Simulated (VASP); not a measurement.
Ag, 1 atom in the cell. Symmetry: Fm-3m, No. 225, cubic system. Conventional cell: a = 4.071 Å, b = 4.071 Å, c = 4.071 Å, α = 90.00°, β = 90.00°, γ = 90.00°. Ag (site symmetry m-3m) has 12 Ag at 2.88 Å as nearest neighbours. 

```yaml
Program: VASP 6.6.1
Task: relaxation of cell and atoms
Functional: PBE
Dispersion: D3(BJ)
Potentials_or_basis: VASP PAW PBE potentials, release 64 (Ag)
Cutoff: 600 eV
k_mesh: 18 × 18 × 18
Occupations: methfessel-paxton, width 0.1 eV
Spin: no spin polarisation
Further_INCAR_settings: ALGO = Normal; EDIFF = 1e-07; IBRION = 2; EDIFFG = -0.005; NSW = 90; ISIF = 3
```

Potentials or basis: VASP PAW PBE potentials, release 64 (Ag).

Run with:

```sh
$ cat potpaw_PBE.64/Ag/POTCAR > POTCAR
$ mpirun -np 1 vasp_std > vasp.out
```

Hardware: 1 thread of Intel(R) Xeon(R) 6975P-C (Granite Rapids), with other jobs on the host.

Q: How long does it take, and how much memory?

A: It took 8.5 s on 1 thread of Intel(R) Xeon(R) 6975P-C (Granite Rapids), on a shared host, peak memory 0.18 GiB. Counts: scf iterations 12, k points 195, ion steps 1.
